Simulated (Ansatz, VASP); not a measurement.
**SnO (tetragonal SnO, 1 layer): VASP beside Ansatz**

Wanted: the spread between two codes on one cell, functional and k mesh. The structure shown is the start of the Ansatz relaxation below; VASP solves that cell, so the two are compared at the walk's first step.

Method: plane waves, with VASP 6.6.1 beside it; single point at PBE, in Ansatz 0.2.0.

## Step 1: Set-up

The cell holds 4 atoms: 2 Sn and 2 O. Its edges and angles: a = 3.850 Å, b = 3.850 Å, c = 17.414 Å, α = 90.0°, β = 90.0°, γ = 90.0°. Vacuum lies along c.

Coordinates:

```cif
data_structure
_symmetry_space_group_name_H-M 'P 1'
_symmetry_Int_Tables_number 1
_cell_length_a 3.8500
_cell_length_b 3.8500
_cell_length_c 17.4142
_cell_angle_alpha 90.000
_cell_angle_beta 90.000
_cell_angle_gamma 90.000
_cell_volume 258.12
loop_
_atom_site_label
_atom_site_type_symbol
_atom_site_fract_x
_atom_site_fract_y
_atom_site_fract_z
_atom_site_occupancy
Sn1 Sn 0.50000 0.00000 0.45939 1
Sn2 Sn 0.00000 0.50000 0.54061 1
O3 O 0.00000 0.00000 0.50000 1
O4 O 0.50000 0.50000 0.50000 1
```

## Step 2: Ansatz: relaxation, PBE

Ansatz runs on its default PAW (the set named soft_2) files.

The two programs are compared at the cell with which this relaxation starts, whose forces are those of its first step.

The input, input.yaml:

```yaml
crystal:
  lattice:
    - [3.85, 0.0, 0.0]
    - [0.0, 3.85, 0.0]
    - [0.0, 0.0, 17.4142135624]
  atoms:
    - { symbol: Sn, position: [0.5, 0.0, 0.4593948484] }
    - { symbol: O, position: [0.0, 0.0, 0.5] }
    - { symbol: O, position: [0.5, 0.5, 0.5] }
    - { symbol: Sn, position: [0.0, 0.5, 0.5406051516] }
kpoints:
  mp_grid: { grid: [8, 8, 1] }
hamiltonian:
  xc: pbe
scf:
  occupations: { method: fermi_dirac, width: 0.05 }
  convergence: { dr2_threshold: 1.0e-08 }
efield:
  axis: 3
  dipole_correction: true
  ramp_position: 0.97
  ramp_width: 0.04
relax:
  f_tol: 0.01
  cell: { fix: [c, alpha, beta] }
output:
  write_potential: true
  write_density: true
  volumetric_format: npy
```

The run is started by

```bash
> ansatz run input.yaml --threads 4 --pin off --max-ram 8192MiB --backend cpu --events-out ev --progress --plain --runs-dir out
```

Numbers of over 12 decimals in the logs are rounded to 6 here.

The program printed:

```text
Warning: relax.cell: scf.convergence.dr2_threshold = 1e-8 eV is looser than the 4e-10 eV advised for a relaxation that steers and ends on the stress (1e-10 eV for each atom of the cell: 4). What an SCF threshold leaves in a stress goes as its square root, and in the free energy as the threshold itself, and one threshold admits the most on a small cell: [figures from the program's tests cut] Set scf.convergence.dr2_threshold to 4e-10 eV or tighter. The threshold is an SCF's pass mark: one that does not reach it within its budget of iterations ends unconverged, or closes short of it on a stop that the run arms, and scf.convergence.dr2_threshold's page says what that costs each kind of run
Engine: ansatz 0.2.0, aarch64-unknown-linux-gnu
Pseudopotentials: kind: paw
Pseudopotential: Sn, paw, valence charge 14, recommended cutoff 420 eV (normal), Sn.paw.azcp
Pseudopotential: O, paw, valence charge 6, recommended cutoff 420 eV (normal), O.paw.azcp
Functional definition: PBE
  parameter kappa = 0.804
  parameter beta = 0.066725
  exchange = pbe_x(kappa = kappa, mu = beta*pi^2/3)
  correlation = pbe_c(beta = beta)
Crystal: 4 atoms, lattice volume = 258.122 Å³
Basis set: ecut = 420 eV, 5075 PW (Γ), exchange–correlation on 54×54×240 points (8 copies of the dense FFT grid, shifted against one another)
Bands: 24, of which v1, the nominal top of the filled ones, is band 20 counted from 1 (19 counted from 0)
Symmetry: 8 space group operations
k-points: 15 of 64
Non-local potential: Sn, projectors of the file, l = 0: 2, l = 1: 2, l = 2: 2, l = 3: 2
Non-local potential: O, projectors of the file, l = 0: 2, l = 1: 2, l = 2: 1
PAW form: soft (Blöchl's): semilocal exchange-correlation on the pseudo side does not see the compensation charge
PAW one-centre angular grid: Sn, 590 points (default); XC on 64 Gauss nodes
PAW one-centre angular grid: O, 110 points (default); XC on 64 Gauss nodes
Initial density: superposition of atomic densities (neutral atoms: chi_scale 0, normalization atom), corrected by the library's trained network
Initial wavefunctions: pseudopotential atomic-orbital guess
Functional: x = pbe(κ = 0.804, μ = 0.219515), c = pbe(β = 0.066725)
SCF iter   1: F=—  HF=-13179.428210 eV  |F-HF|=—  |Δ(HF+E_count)|=         —  Δρ=4.82e-3  dr2=5.34e-2  ethr=1.77e-3  p=0.002 e·Å  D=1.14e-3 V/Å  ΔV_dip=-0.02 eV  dr2_dipole=3.59e-6  V_vac-E_F(+/−)=4.29/4.31 eV  ⟨swp⟩=8.6  Hψ=2014  notcnv=0
efield: sawtooth ramp at fractional position 0.9700 (set: `efield.ramp_position`, or a place that a band, a saddle search or an elastic batch's reference lends), width 0.0400; the density the first Hamiltonian is built on has a dipole p = 0.002 e·Å; the dipole correction subtracts the counter field D = 1.14e-3 V/Å, which shifts the + side's vacuum level by -0.02 eV against the − side's; the planar-averaged density in the ramp window peaks in size at 1.1e-4 e/Å³
preconditioner: auto → Resta (q_TF=auto, 2.000 Å⁻¹)  ε∞=1.6  [insulator: Δε(μ)=1.015 eV  Ē_g=18.738 eV  σ=0.050 eV  W_gap=1.00  n_scr=38 (ndim 8)  ℏωp=14.6 eV  f_vac=0.690  D(μ)=0.00/eV (n_scr^D=0)  ε∞_Penn≈1.6  vacuum switching on, ρ_ref=2.5e-2 e/Å³]
SCF iter   2: F=—  HF=-13179.437014 eV  |F-HF|=—  |Δ(HF+E_count)|=   8.80e-3  Δρ=2.38e-3  dr2=9.96e-3  ethr=1.34e-4  p=0.000 e·Å  D=1.91e-4 V/Å  ΔV_dip=-0.00 eV  dr2_dipole=2.18e-7  V_vac-E_F(+/−)=4.40/4.41 eV  ⟨swp⟩=3.1  Hψ=836  notcnv=0
SCF iter   3: F=—  HF=-13179.445740 eV  |F-HF|=—  |Δ(HF+E_count)|=   8.73e-3  Δρ=1.29e-3  dr2=3.44e-3  ethr=2.49e-5  p=0.000 e·Å  D=3.23e-4 V/Å  ΔV_dip=-0.01 eV  dr2_dipole=7.04e-7  V_vac-E_F(+/−)=4.36/4.37 eV  ⟨swp⟩=2.9  Hψ=626  notcnv=0
SCF iter   4: F=—  HF=-13179.449127 eV  |F-HF|=—  |Δ(HF+E_count)|=   3.39e-3  Δρ=4.30e-4  dr2=4.67e-4  ethr=8.60e-6  p=-0.000 e·Å  D=-7.57e-5 V/Å  ΔV_dip=0.00 eV  dr2_dipole=1.08e-7  V_vac-E_F(+/−)=4.40/4.40 eV  ⟨swp⟩=3.1  Hψ=588  notcnv=0
SCF iter   5: F=—  HF=-13179.449249 eV  |F-HF|=—  |Δ(HF+E_count)|=   1.21e-4  Δρ=8.61e-5  dr2=1.13e-5  ethr=1.17e-6  p=-0.000 e·Å  D=-3.25e-6 V/Å  ΔV_dip=0.00 eV  dr2_dipole=4.10e-10  V_vac-E_F(+/−)=4.40/4.40 eV  ⟨swp⟩=3.2  Hψ=721  notcnv=0
SCF iter   6: F=—  HF=-13179.449222 eV  |F-HF|=—  |Δ(HF+E_count)|=   2.61e-5  Δρ=1.81e-5  dr2=5.49e-7  ethr=2.82e-8  p=-0.000 e·Å  D=-1.29e-5 V/Å  ΔV_dip=0.00 eV  dr2_dipole=2.34e-9  V_vac-E_F(+/−)=4.41/4.41 eV  ⟨swp⟩=2.3  Hψ=671  notcnv=0
SCF iter   7: F=—  HF=-13179.449110 eV  |F-HF|=—  |Δ(HF+E_count)|=   1.13e-4  Δρ=2.36e-6  dr2=2.37e-8  ethr=1.37e-9  p=0.000 e·Å  D=1.81e-5 V/Å  ΔV_dip=-0.00 eV  dr2_dipole=3.53e-9  V_vac-E_F(+/−)=4.41/4.41 eV  ⟨swp⟩=2.9  Hψ=724  notcnv=0
[...]
SCF iter   5: F=-13183.266947 eV  HF=-13183.266947 eV  |F-HF|=4.33e-9  |Δ(HF+E_count)|=   3.87e-8  Δρ=1.51e-6  dr2=5.23e-9  ethr=2.50e-11  p=0.000 e·Å  D=2.49e-6 V/Å  ΔV_dip=-0.00 eV  dr2_dipole=1.32e-12  V_vac-E_F(+/−)=3.82/3.82 eV  ⟨swp⟩=7.9  Hψ=2729  notcnv=0
SCF 7 converged in 5 iterations: F = -13183.266947 eV  dr2 = 5.23e-9
relax step   7: F+E_penalty+E_count = -13183.26694669 eV  Δ(F+E_penalty+E_count) = -5.503e-4 eV  max|allowed force component| = 8.725e-5 eV/Å  Δτ_max = 0.0011 Å  P = -0.000 GPa  Ω = 258.206 Å³  energy of the carried Pulay correction = -6.655e-5 eV  fix = [c, alpha, beta]  reactions: c +0.005 GPa  (5 SCF iters, accepted)
Initial wavefunctions: pseudopotential atomic-orbital guess (no wavefunctions were taken with the density)
iter 1 solved again at ethr=3.22e-7 eV; its pass at ethr=3.10e-3 eV (dr2=1.29e-4 eV) is discarded
SCF iter   1: F=—  HF=-13183.267146 eV  |F-HF|=—  |Δ(HF+E_count)|=         —  Δρ=2.17e-6  dr2=6.39e-9  ethr=3.22e-7  p=0.000 e·Å  D=2.49e-6 V/Å  ΔV_dip=-0.00 eV  dr2_dipole=1.36e-12  V_vac-E_F(+/−)=3.82/3.82 eV  ⟨swp⟩=3.5  Hψ=2919  notcnv=0
efield: sawtooth ramp at fractional position 0.9700 (set: `efield.ramp_position`, or a place that a band, a saddle search or an elastic batch's reference lends), width 0.0400; the density the first Hamiltonian is built on has a dipole p = 0.000 e·Å; the dipole correction subtracts the counter field D = 2.49e-6 V/Å, which shifts the + side's vacuum level by -0.00 eV against the − side's; the planar-averaged density in the ramp window peaks in size at 2.8e-6 e/Å³
eigensolver tolerance schedule: the retry pair's looser diagonalisation over-reported the residual by 20140.49 of it (diagonalisation noise at an unbounded share of the residual, at the tolerance the schedule requests for it); recorded, not acted on — ethr = c·dr2/N_el stays at c = 1.0e-1
preconditioner: auto → Resta (q_TF=auto, 1.999 Å⁻¹)  ε∞=1.7  [insulator: Δε(μ)=3.031 eV  Ē_g=17.534 eV  σ=0.050 eV  W_gap=1.00  n_scr=38 (ndim 8)  ℏωp=14.6 eV  f_vac=0.655  D(μ)=0.00/eV (n_scr^D=0)  ε∞_Penn≈1.7  vacuum switching on, ρ_ref=2.2e-2 e/Å³]
SCF iter   2: F=—  HF=-13183.267004 eV  |F-HF|=—  |Δ(HF+E_count)|=   1.43e-4  Δρ=1.98e-6  dr2=9.05e-9  ethr=1.60e-11  p=0.000 e·Å  D=2.02e-6 V/Å  ΔV_dip=-0.00 eV  dr2_dipole=3.28e-13  V_vac-E_F(+/−)=3.82/3.82 eV  ⟨swp⟩=15.6  Hψ=3222  notcnv=0
SCF iter   3: F=-13183.267004 eV  HF=-13183.267004 eV  |F-HF|=6.73e-10  |Δ(HF+E_count)|=  6.00e-11  Δρ=8.94e-7  dr2=1.65e-9  ethr=1.60e-11  p=0.000 e·Å  D=2.19e-6 V/Å  ΔV_dip=-0.00 eV  dr2_dipole=5.18e-16  V_vac-E_F(+/−)=3.82/3.82 eV  ⟨swp⟩=6.7  Hψ=2270  notcnv=0
SCF 8 converged in 3 iterations: F = -13183.267004 eV  dr2 = 1.65e-9
relax step   8: F+E_penalty+E_count = -13183.26700367 eV  Δ(F+E_penalty+E_count) = -5.698e-5 eV  max|allowed force component| = 3.474e-5 eV/Å  Δτ_max = 0.0000 Å  P = -0.003 GPa  Ω = 258.206 Å³  fix = [c, alpha, beta]  reactions: c +0.001 GPa  stress off target by 4.87e-3 GPa on what of the cell is left free  SCF on the basis re-selected at this cell (its energy is not comparable with the rows above)  (3 SCF iters)
basis re-selected at this cell: Δ(F+E_penalty+E_count) = -5.698e-5 eV, ΔP = -0.003 GPa vs the last step (what re-selecting the basis moved, of the pressure what is left beyond the Pulay correction that the steps carried, after the strain that the cell walked since its last selection, with what the two solves' SCF thresholds leave and, on support functions, any second-order correction that the steps lacked; it is no m [...]
WARN: The output density's exchange-correlation potential varies sharply where the density is thin. Do not read a vacuum level from v_tot or v_xc, or from such a field of the output density. On a cell that repeats whose density bears no net charge and no dipole along the vacuum's axis use v_es (v_loc + v_h of the components); under efield.dipole_correction with no amplitude use v_es + v_field, which holds any externa [...]
SCF converged after 3 iterations
Free energy (F): -13183.267004 eV
Harris-Foulkes:  -13183.267004 eV  (|F-HF|=6.73e-10)
Internal energy: -13183.267004 eV  (E = F + TS)
E sigma→0 (E₀):  -13183.267004 eV
Fermi energy:    0.035955 eV
Dipole field:    D = 0.000002 V/Å  (p = 0.000003 e·Å, saw-weighted, corrected)
Work function:   Φ+ = 3.8179 eV   Φ− = 3.8179 eV
Levels:          The Fermi level and band energies are counted from a zero that moves with the ramp; work functions are not
--- Per-component energies (eV) ---
  E_band       = -585.906133
  E_kinetic    = 721.511454
  E_local      = -20004.674976  (includes V_loc(G=0)·N_el)
  E_nonlocal   = 31.609059
  E_hartree    = 9912.128805
  E_xc         = -912.255796
  E_vxc        = -379.357583  (∫ρ·V_xc dr)
  E_paw        = -8587.214112  (= ΣΔE_a)
  E_vpaw       = -779.258356  (= ΣTr[D̂ρ^β])
  E_aug_tail   = 0.004790  (compensation charges beyond the density's cutoff)
  E_efield     = 0.000000  (sawtooth field / dipole correction)
  E_vefield    = -0.000015  (∫n·V_field dr)
  E_ewald      = 5655.623773
  E_smearing   = -0.000000  (= −TS)
  E_closure    = 0.000000  (closes the sum)
  Σ components = -13183.267004   (vs F -13183.267004, Δ=0.00e0)
--- Forces (eV/Å), atoms counted from 1 ---
  atom   1  Sn     0.00000000     0.00000000    -0.00001312
  atom   2  O      0.00000000    -0.00000000    -0.00001075
  atom   3  O     -0.00000000     0.00000000    -0.00001075
  atom   4  Sn    -0.00000000    -0.00000000     0.00003478
  max |Σ_I F_I| component: 1.50e-7 eV/Å
--- Stress (GPa, compression-positive) ---
       -0.004868       0.000000      -0.000000
        0.000000      -0.004868       0.000000
       -0.000000       0.000000       0.000840
  P = ⅓ Tr σ = -0.0030 GPa (-0.030 kbar)
--- Band table (eV; the first three rows and the last of 15) ---
  k-point 0: bands = [... 16 lower, -3.5455, -3.1929, -3.1929, -1.5368, 1.5222, 1.5818, 3.6808, 3.8569]
  k-point 1: bands = [... 16 lower, -3.7233, -3.3262, -3.1364, -1.5201, 1.8747, 1.8918, 3.3965, 3.9035]
  k-point 2: bands = [... 16 lower, -4.0347, -3.6927, -2.9852, -1.5122, 2.4858, 2.4861, 2.6960, 3.7375]
  k-point 14: bands = [... 16 lower, -2.5513, -2.5513, -2.2104, -2.2104, 1.6003, 1.6003, 3.7073, 3.7073]
--- Relaxed structure (7 steps of the walk, 7 accepted, 1 SCFs on fresh bases) ---
  F+E_penalty+E_count = -13183.26700367 eV   max|allowed force component| = 3.474e-5 eV/Å   (the final SCF, on the basis selected at the relaxed cell)
  cell:  # Å, volume = 258.2062 Å³
    - [3.850626, 0.0, 0]
    - [0.0, 3.850626, 0.0]
    - [0, 0.0, 17.4142135624]
  atoms:
    - { symbol: Sn, position: [0.5, 0.0, 0.432553] }
    - { symbol: O, position: [0, 0.0, 0.500000] }
    - { symbol: O, position: [0.5, 0.5, 0.500000] }
    - { symbol: Sn, position: [0, 0.5, 0.567447] }
```

Reading the cycles: dr2 is the Hartree energy of the density residual (eV), the measure of convergence; HF is the Harris–Foulkes estimate of the energy, which meets the free energy F at convergence.

[end of part 1 of 2]

[Lines on the potential files, build, host, timing and source positions are cut from VASP's logs without a mark.]

[Logs are printed without paths, hosts, clocks, repeated set-up lines and the standing remarks that a program may print on its own settings, such as how far it seeks lower states.]

[Hosts, paths, dates, database ids (printed as entryN), source tags and the programs' standing remarks are cut or masked in the printed files.]
